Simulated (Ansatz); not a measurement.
Space group I-42d (No. 122). a = 5.377 Å, b = 5.377 Å, c = 10.468 Å, α = 90.00°, β = 90.00°, γ = 90.00°
| atom | site | symmetry | x | y | z |
| --- | --- | --- | --- | --- | --- |
| Zn | 4a | -4.. | 0.0000 | 0.0000 | 0.0000 |
| Si | 4b | -4.. | 0.5000 | 0.5000 | 0.0000 |
| P | 8d | .2. | 0.2668 | 0.2500 | 0.1250 |

Equation of state of this ZnSiP2 structure (not necessarily the ground state), with shape and atoms relaxed at each volume where symmetry leaves them free. Computed with DFT r2SCAN, scalar-relativistic, plane waves, PAW (Ansatz 0.2.0).

Cutoff 500 eV; k points 8×8×8 on the computed 8-atom cell (Γ-centred); Gaussian smearing, width 0.02 eV; no spin polarisation.

| V (Å³/atom) | E − E(largest V) (meV/atom) | P (GPa) | gap on mesh (eV) |
| --- | --- | --- | --- |
| 16.647 | 53.22 | 15.79 | 1.23 |
| 17.214 | 6.30 | 10.84 | 1.32 |
| 17.782 | -24.42 | 6.62 | 1.41 |
| 18.349 | -41.37 | 3.04 | 1.49 |
| 18.917 | -46.60 | -0.01 | 1.56 |
| 19.484 | -41.86 | -2.60 | 1.62 |
| 20.052 | -28.64 | -4.80 | 1.68 |
| 20.808 | 0.00 | -7.24 | 1.75 |

Question: Fit a third-order Birch–Murnaghan equation to E(V).

Answer: V0 = 18.92 Å³/atom, B0 = 94 GPa, B0' = 4.4.

The gaps are read on the mesh, which can miss the band edges, so they can be too wide.

Cost: 8 runs of about 34 core-minutes in all, on Intel Xeon Platinum 8488C (Sapphire Rapids) (shared hosts).